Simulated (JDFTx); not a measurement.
Runs of JDFTx 1.7.0 (patched build) on AgCl (Chlorargyrite). It takes space group Fm-3m (No. 225, cubic). The conventional cell has a = 5.470 Å, b = 5.470 Å, c = 5.470 Å, α = 90.00°, β = 90.00°, γ = 90.00°. Ag (site symmetry m-3m) is surrounded by 6 Cl at 2.73 Å. Cl (site symmetry m-3m) has 6 Ag at 2.73 Å as nearest neighbours. 

| task | level | potentials or basis | k mesh | cutoff (eV) | smearing | max SCF steps | SCF threshold on the energy | solver of the electrons | band ratio of the Davidson solver | further solve for the empty bands | gap on the mesh (eV) | pressure (GPa) | V0 of scaled cells (Å³/atom) | B0 (GPa) |
| --- | --- | --- | --- | --- | --- | --- | --- | --- | --- | --- | --- | --- | --- | --- |
| equation of state | PBEsol | PseudoDojo-SR-PBEsol-0.4.1-standard with smoothed tails | 8 × 8 × 8 | 1116 | fermi-dirac 0.05 eV | 100 | 1e-09 Ha | scf | - | - | - | - | 20.21 | 57 |
| single point | r2SCAN | SG15-PBE-1.2 with smoothed tails | 5 × 5 × 5 | 1088 | fermi-dirac 0.05 eV | 100 | 1e-09 Ha | scf | - | yes | 1.55 | (b) | - | - |
| single point | PBEsol | PseudoDojo-SR-PBEsol-0.4.1-standard with smoothed tails | 8 × 8 × 8 | 1116 | fermi-dirac 0.05 eV | 100 | 1e-09 Ha | scf | - | yes | 0.73 | -0.7 | - | - |
| equation of state | r2SCAN | SG15-PBE-1.2 with smoothed tails | 6 × 6 × 6 | 1088 | fermi-dirac 0.05 eV | 100 | 1e-09 Ha | scf | - | - | - | - | 21.34 | 51 |
| single point | LDA | PseudoDojo-SR-LDA-0.4.1-standard with smoothed tails | 8 × 8 × 8 | 1170 | gaussian 0.02 eV | 100 | 1e-09 Ha | scf | - | yes | (a) | -3.8 | - | - |

Alike in all rows: no spin polarisation; cell as given.

Task: Estimate the missing entries.

Result: (a) 0.61; (b) 2.4.

Caveats: the potentials were made for another functional, which shifts forces and pressure (some runs); an odd mesh through Γ misses points on the zone boundary, where band edges often lie (some runs); the empty levels aren't tightly converged (some runs).

A k mesh can miss the band edges, and the runs leave out spin-orbit coupling on Ag.
